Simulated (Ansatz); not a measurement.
An Ansatz input:

```yaml
crystal:
  lattice:
    - [-2.8725048872, 2.5290629881, 1.3557709957]
    - [2.5290629881, -2.8725048872, 1.3557709957]
    - [3.4752709392, 3.4752709392, -1.9847854629]
  atoms:
    - { symbol: Se, position: [0.0564213915, 0.9435786085, 0.0] }
    - { symbol: Se, position: [0.6935786085, 0.3064213915, 0.5] }
hamiltonian:
  xc: pbesol
  pseudopotentials:
    kind: paw
    azcp:
      Se: "pseudopotentials/Se.paw.azcp"
basis:
  ecutwfc: 420
  fft_grid_basis: typed
kpoints:
  mp_grid: { grid: [16, 16, 8], shift: [0, 0, 0] }
magnetization:
  spin_polarized: false
scf:
  occupations: { method: fermi_dirac, width: 0.1 }
  lower_state_search: "off"
output:
  stress: true
```

Output

```
Warning: the record states the generating functional pbe (its physics header spells it `PBE`), which answers neither for hamiltonian.xc's functional nor for the pbesol family's — results may be inconsistent (PPs are generated against a specific XC)
Engine: ansatz 0.2.0, aarch64-unknown-linux-gnu
Pseudopotentials: kind: paw
Pseudopotential: Se, paw, valence charge 16, recommended cutoff 420 eV (normal) 
Functional definition: PBEsol
  exchange = pbesol_x
  correlation = pbesol_c
Crystal: 2 atoms, lattice volume = 47.219 Å³
Basis set: ecut = 420 eV, 935 PW (Γ)
Bands: 20, of which v1, the nominal top of the filled ones, is band 16 counted from 1 (15 counted from 0)
Symmetry: 4 space group operations
Space group: C2/c (ITA 15), of the structure as read, at distance tolerance 3.6e-5 Å
k-points: 554 of 2048
Non-local potential: Se, projectors of the file, l = 0: 2, l = 1: 2, l = 2: 3, l = 3: 1
PAW form: soft (Blöchl's): semilocal exchange-correlation on the pseudo side does not see the compensation charge
PAW frozen core: Se, regenerated for the run's functional, and the local potential with it (the file was generated under x = pbe(κ = 0.804, μ = 0.2195149727645171), c = pbe(β = 0.06672455060314922))
PAW one-centre angular grid: Se, 590 points (default); XC on 64 Gauss nodes
Initial density: superposition of atomic densities (neutral atoms: chi_scale 0, normalization atom), corrected by the library's trained network
Initial wavefunctions: pseudopotential atomic-orbital guess
Functional: x = pbesol(κ = 0.804, μ = 0.12345679012345678), c = pbesol(β = 0.046)
SCF iter   1: F=—  HF=-10848.116073 eV  |F-HF|=—  |Δ(HF+E_count)|=         —  Δρ=2.48e-3  dr2=3.02e-3  ethr=1.77e-3  ⟨swp⟩=5.2  Hψ=51214  notcnv=0
SCF iter   2: F=—  HF=-10848.115375 eV  |F-HF|=—  |Δ(HF+E_count)|=   6.98e-4  Δρ=1.61e-3  dr2=1.35e-3  ethr=9.45e-6  ⟨swp⟩=2.4  Hψ=24776  notcnv=0
SCF iter   3: F=—  HF=-10848.115363 eV  |F-HF|=—  |Δ(HF+E_count)|=   1.25e-5  Δρ=6.05e-4  dr2=2.26e-4  ethr=4.21e-6  ⟨swp⟩=1.9  Hψ=12308  notcnv=0
SCF iter   4: F=—  HF=-10848.115369 eV  |F-HF|=—  |Δ(HF+E_count)|=   6.77e-6  Δρ=1.68e-4  dr2=1.07e-5  ethr=7.06e-7  ⟨swp⟩=2.0  Hψ=14225  notcnv=0
SCF iter   5: F=—  HF=-10848.115375 eV  |F-HF|=—  |Δ(HF+E_count)|=   5.49e-6  Δρ=2.78e-5  dr2=4.28e-7  ethr=3.35e-8  ⟨swp⟩=2.1  Hψ=14561  notcnv=0
SCF iter   6: F=-10848.115375 eV  HF=-10848.115375 eV  |F-HF|=2.11e-8  |Δ(HF+E_count)|=   2.06e-7  Δρ=1.01e-5  dr2=5.41e-8  ethr=3.13e-10  ⟨swp⟩=4.5  Hψ=41956  notcnv=0
SCF 1 converged in 6 iterations: F = -10848.115375 eV  dr2 = 5.41e-8
SCF converged after 6 iterations
Free energy (F): -10848.115375 eV
Harris-Foulkes:  -10848.115375 eV  (|F-HF|=2.11e-8)
Internal energy: -10848.088381 eV  (E = F + TS)
E sigma→0 (E₀):  -10848.101878 eV
Entropy (-TS):   -0.026994 eV (-13.497 meV/atom)
Fermi energy:    8.907211 eV
--- Per-component energies (eV) ---
  E_band       = -764.558271
  E_kinetic    = 235.421461
  E_local      = -4800.641547  (includes V_loc(G=0)·N_el)
  E_nonlocal   = -1182.252197
  E_hartree    = 2372.980948
  E_xc         = -206.139993
  E_vxc        = -195.437234  (∫ρ·V_xc dr)
  E_paw        = -3737.213198  (= ΣΔE_a)
  E_vpaw       = 432.387705  (= ΣTr[D̂ρ^β])
  E_aug_tail   = -0.001167  (compensation charges beyond the density's cutoff)
  E_ewald      = -3532.259590
  E_core_change = 2.016901  (= ΣΔE_core)
  E_smearing   = -0.026994  (= −TS)
  E_closure    = -0.000000  (closes the sum)
  Σ components = -10848.115375   (vs F -10848.115375, Δ=0.00e0)
--- Stress (GPa, compression-positive) ---
        2.828964       2.059579       0.454518
        2.059579       2.828964       0.454518
        0.454518       0.454518       2.577381
  P = ⅓ Tr σ = 2.7451 GPa (27.451 kbar)
```
